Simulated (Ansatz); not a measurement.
**Ag₃Cl₂: competing structures**

Method: DFT PBE, scalar-relativistic, plane waves, PAW (Ansatz). Settings: cutoff 420 eV, Γ-centred meshes no coarser than 0.19 Å⁻¹ for metals and 0.3 Å⁻¹ for insulators (2π included), Gaussian smearing.

Temperature and zero-point effects are left out. Larger cells and other orderings weren't all tried, so the list isn't exhaustive. For metals, differences of a few meV/atom aren't resolved. Weakly bound directions are ill-defined at this level, which has no dispersion term (Ag3Cl2 P6/mmm). No run is spin-polarised.

```csv
#,started from,space group,atoms,V (Å³/atom),ΔE (meV/atom),gap on mesh (eV)
1,"anti-A-type sesquioxide type, changed",P-3m1 (No. 164),5,20.9,0,0.00
2,a random cell,P6/mmm (No. 191),5,37.9,441,0.00
```

The lowest structure: Space group P-3m1 (No. 164), trigonal, a = 3.550 Å, c = 9.594 Å. Ag on Wyckoff site a (1 atom of the primitive cell) is coordinated by 6 Cl at 2.76 Å; Ag on Wyckoff site d (2 atoms of the primitive cell) has 3 Cl at 2.84 Å and 3 Ag at 2.85 Å; Cl is coordinated by 6 Ag at 2.76–2.84 Å. Its energy against the elements is -0.24 eV/atom. Energies over the elements count from the lowest elemental structures computed at the same level (Cl₂ as a molecule), with no empirical corrections.

```xyz
5
Lattice="3.5504 0.0000 0.0000 -1.7752 3.0747 0.0000 0.0000 0.0000 9.5945" Properties=species:S:1:pos:R:3 pbc="T T T"
Ag    0.0000    0.0000    0.0000
Ag    0.0000    2.0498    5.7843
Ag    1.7752    1.0249    3.8102
Cl    0.0000    2.0498    1.8446
Cl    1.7752    1.0249    7.7499
```

The second: Space group P6/mmm (No. 191), hexagonal, a = 5.382 Å, c = 7.560 Å. Ag is coordinated by 4 Ag at 2.69 Å and 4 Cl at 3.12 Å; Cl is coordinated by 6 Ag at 3.12 Å and 1 Cl at 3.17 Å.